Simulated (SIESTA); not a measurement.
NiO:

```xyz
2
Lattice="0.0000 2.0859 2.0859 2.0859 0.0000 2.0859 2.0859 2.0859 0.0000" Properties=species:S:1:pos:R:3 pbc="T T T"
Ni    0.0000    0.0000    0.0000
O     2.0859    2.0859    2.0859
```

```yaml
Program: SIESTA 5.4.2
Task: single point
Functional: PBEsol
Potentials_or_basis: PseudoDojo 0.4 standard (PBEsol files)
Basis: DZP (energy shift 0.003 Ry; two zetas on semicore shells)
Grid_cutoff: 800 Ry
Energy_shift: 0.003 Ry
k_mesh: 11 × 11 × 11
Occupations: fermi-dirac, width 0.05 eV
Spin: collinear spin, ferromagnetic start
Starting_moments: "[1.0, 0.0] μB"
```

On this cell: pressure -6.7 GPa; largest force zero by symmetry; net moment 1.43 μB per cell; site moments Ni +1.19; O +0.24 μB; band gap on the k mesh none (metal or under the smearing width).

The same run follows on a disturbed copy (atoms moved at random, drawn with an rms of 0.05 Å):

```
CELL_PARAMETERS angstrom
0.00000 2.08590 2.08590
2.08590 0.00000 2.08590
2.08590 2.08590 0.00000
ATOMIC_POSITIONS crystal
Ni 0.99963 0.98326 0.01952
O 0.50305 0.49315 0.49605
```

Task: What changes?

Result: The energy (extrapolated to zero smearing) moves by +2.7 meV/atom; pressure -6.0 GPa; largest force 0.176 eV/Å; net moment 1.47 μB per cell; site moments Ni +1.21; O +0.26 μB; band gap on the k mesh none (metal or under the smearing width).

Forces on the atoms (eV/Å):
```
Ni  -0.088 -0.127  0.085
O    0.087  0.128 -0.085
```

Stress tensor (GPa, compression positive):
```
-6.10  0.01  0.01
 0.01 -5.77 -0.01
 0.01 -0.01 -6.11
```

Caveats: short orbitals over semicore shells can move pressures by several GPa; the basis of atomic orbitals isn't converged, which shifts pressures, moduli and gaps; a cell with one magnetic atom can't hold antiferromagnetic order, which such compounds often take; semilocal functionals often make such compounds metallic where correlation or magnetic order opens a gap, which also shifts bond lengths.
